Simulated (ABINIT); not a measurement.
The system is PtSe2 (Sudovikovite).

```
Pt Se
1.0
     3.72400    0.00000    0.00000
    -1.86200    3.22508    0.00000
     0.00000    0.00000    5.06200
Pt Se
1 2
Direct
  0.00000 0.00000 0.00000
  0.66667 0.33333 0.75000
  0.33333 0.66667 0.25000
```

Base run:

| Quantity | Value |
| --- | --- |
| Program | ABINIT 10.8.3 (patched build) |
| Functional | LDA |
| Potentials or basis | JTH PAW PBE v2.0 |
| Cutoff | 517 eV |
| k mesh | 8 × 8 × 5 |
| Occupations | fermi-dirac, width 0.05 eV |
| Spin | no spin polarisation |

Its results: band gap on the k mesh none (metal or under the smearing width); pressure 0.2 GPa; largest force 0.311 eV/Å.

After a change of settings the same cell gave: band gap on the k mesh none (metal or under the smearing width); pressure 3.4 GPa; largest force 0.538 eV/Å. Which change was it?
A. functional from LDA to WC
B. functional from LDA to RPBE
C. functional from LDA to revPBE
D. functional from LDA to r2SCAN

A.

WC binds less tightly than LDA, so the same cell stands under more pressure.

Caveats: the PAW data sets were made with another functional, which shifts forces and pressure a little; the atomic spheres overlap.

Runs at the PBE level aren't shown here.
